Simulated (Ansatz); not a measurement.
# Strain response of KTaO3

Theory: DFT PBEsol, scalar-relativistic, plane waves, PAW in Ansatz. Settings: 420 eV cutoff, 8×8×8 k-mesh, Gaussian smearing of 0.02 eV, no spin polarisation.

Reference structure (relaxed):

```
CELL_PARAMETERS angstrom
3.98561 0.00000 0.00000
0.00000 3.98561 0.00000
0.00000 0.00000 3.98561
ATOMIC_POSITIONS crystal
K 0.50000 0.50000 0.50000
Ta 0.00000 0.00000 0.00000
O 0.00000 0.50000 0.00000
O 0.00000 0.00000 0.50000
O 0.50000 0.00000 0.00000
```

Deformation: all cell vectors scaled alike, the atoms relaxed, all within the symmetry that the strain leaves. Energies are extrapolated to zero smearing. Gaps are Kohn–Sham gaps over the whole zone.

Spin-orbit coupling is left out, which matters for the bands and energies of heavy elements.

| strain (%) | ΔE (meV/atom) | a (Å) | b (Å) | c (Å) | gap (eV) |
| --- | --- | --- | --- | --- | --- |
| -4.5 | 170.5 | 3.806 | 3.806 | 3.806 | 2.40 |
| -3.0 | 71.7 | 3.866 | 3.866 | 3.866 | 2.32 |
| -1.5 | 16.9 | 3.926 | 3.926 | 3.926 | 2.23 |
| +0.0 | 0.0 | 3.986 | 3.986 | 3.986 | 2.14 |
| +1.5 | 15.6 | 4.045 | 4.045 | 4.045 | 2.04 |
| +3.0 | 58.9 | 4.105 | 4.105 | 4.105 | 1.94 |
| +4.5 | 125.8 | 4.165 | 4.165 | 4.165 | 1.84 |

Question: What stiffness (1/V) d²E/dε² at zero strain does a cubic fit over all points give?

Answer: A cubic fit gives (1/V) d²E/dε² = 1853 GPa at zero strain (nine times the bulk modulus at fixed shape).

Question: How fast does the gap move with strain on either side?

Answer: -63 meV per percent on the compressed side and -64 meV per percent on the stretched side; it is indirect at -1.5 %, indirect at zero and indirect at +1.5 %.

Symmetry holds off the tilts and polar distortions that many cubic perovskites undergo.